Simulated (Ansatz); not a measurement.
WC (Qusongite):

```
W C
1.0
     2.90650    0.00000    0.00000
    -1.45325    2.51710    0.00000
     0.00000    0.00000    2.83660
W C
1 1
Direct
  0.00000 0.00000 0.00000
  0.66667 0.33333 0.50000
```

```yaml
Program: Ansatz 0.2.0
Task: relaxation of cell and atoms
Functional: B3LYP
Potentials_or_basis: Ansatz PAW
Cutoff: "420 eV (not typed: the program's choice for these potentials)"
k_mesh: 5 × 5 × 5
Occupations: fermi-dirac, width 0.05 eV
Spin: no spin polarisation
```

At the start: volume 10.38 Å³/atom.

Question: Where does the relaxation end?

Answer: It ends after 7 steps and the volume is 10.61 Å³/atom (+2.2 %); space group P-6m2 (No. 187, to 0.05 Å).

Step by step:
```tsv
step	energy change (eV)	largest force (eV/Å)	volume (Å³)
1	0.0000	0.0000	20.75
2	-0.0131	0.0000	21.22
3	-0.0132	0.0000	21.21
4	-0.0132	0.0000	21.21
5	-0.0142	0.0000	21.21
6	-0.0142	0.0000	21.21
7	-0.0142	0.0000	21.21
```

Final structure:
```xyz
2
Lattice="2.9360 0.0000 0.0000 -1.4680 2.5426 0.0000 0.0000 0.0000 2.8419" Properties=species:S:1:pos:R:3 pbc="T T T"
W     0.0000    0.0000    0.0000
C     1.4680    0.8475    1.4209
```

Caveat: the k mesh is coarse (spacing up to 0.50 Å⁻¹), so the values aren't converged, least of all with exact exchange; the plane-wave basis is chosen anew once the cell has moved, so the energies of steps on either side of that aren't comparable; the pressure holds a Pulay correction of +0.3 GPa for the finite cutoff; the PAW data sets come from PBE, with cores solved anew for the run's functional, which leaves a small shift of forces and pressure.
